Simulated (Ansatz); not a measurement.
# Ge under changes of volume

One of the cells (18.524 Å³/atom); the others are scaled copies at fixed shape and fractional positions:

```
Ge
1.0
    -2.57449    2.57449    1.39741
     2.57449   -2.57449    1.39741
     2.57449    2.57449   -1.39741
Ge
2
Direct
  0.50000 0.50000 0.00000
  0.25000 0.75000 0.50000
```

This isn't the form of Ge at room conditions, which is diamond.

```yaml
Program: Ansatz 0.2.0
Functional: LDA
Potentials_or_basis: all-electron LAPW, scalar-relativistic
Cutoff: 255 eV (chosen from the basis error)
Basis_error_allowed: 0.001 eV/atom
k_mesh: 11 × 11 × 11
Occupations: fermi-dirac, width 0.05 eV
Spin: no spin polarisation
```

```tsv
volume (Å³/atom)	energy over the lowest point (meV/atom)	pressure (GPa)
17.413	?	?
17.783	0.00	0.8
18.154	0.20	-0.9
18.524	4.07	-2.4
18.895	11.28	-3.8
19.265	21.48	-5.0
19.636	34.38	-6.1
```

Q: What does the run at 17.413 Å³/atom give?

A: Energy over the lowest point 3.89 meV/atom; pressure 2.7 GPa.

Worked out: A Birch-Murnaghan fit of order 3 (a polynomial in V^(-2/3)) to the other rows has its minimum at 17.95 Å³/atom with B0 = V·E''(V) = 82 GPa and B' = 4.1 at fixed shape and positions, which overstates the stiffness. It gives 3.90 meV/atom at 17.413 Å³/atom, against the run's 3.89, and -dE/dV = 2.6 GPa, against 2.7.

Energies are extrapolated to zero smearing.
